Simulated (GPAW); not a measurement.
The system is BaZrO3.

```xyz
5
Lattice="4.1913 0.0000 0.0000 0.0000 4.1913 0.0000 0.0000 0.0000 4.1913" Properties=species:S:1:pos:R:3 pbc="T T T"
Ba    0.0000    0.0000    0.0000
Zr    2.0957    2.0957    2.0957
O     2.0957    2.0957    0.0000
O     2.0957    0.0000    2.0957
O     0.0000    2.0957    2.0957
```

Program: GPAW 26.7.0. Alike in all runs: no spin polarisation; cell as given; smearing fermi-dirac 0.05 eV.

Task: Order these runs on this cell by their pressure, lowest first.
A. level PBE; potentials or basis GPAW PAW data sets (gpaw-data 1.2.1), pw; k mesh 5 × 5 × 5; cutoff (eV) 600; maxiter 120; convergence default
B. level PBEsol; potentials or basis PAW data sets generated in the run's folder for this functional, pw; k mesh 6 × 6 × 6; cutoff (eV) 800; maxiter 150; band path GXMGRX,MR; band points 60
C. level LDA; potentials or basis the program's PAW data sets (release 1.2.1) made for this functional, pw; k mesh 5 × 5 × 5; cutoff (eV) 600; maxiter 120; convergence default
D. level LDA; potentials or basis the program's PAW data sets (release 1.2.1) made for this functional, pw; k mesh 6 × 6 × 6; cutoff (eV) 800; maxiter 150; band path GXMGRX,MR; band points 60

Result: C (-9.8 GPa), D (-5.9 GPa), B (-1.5 GPa), A (0.0 GPa).

Caveats: the cutoff is short for stress and forces, so pressures can be off by a GPa or more (some runs).
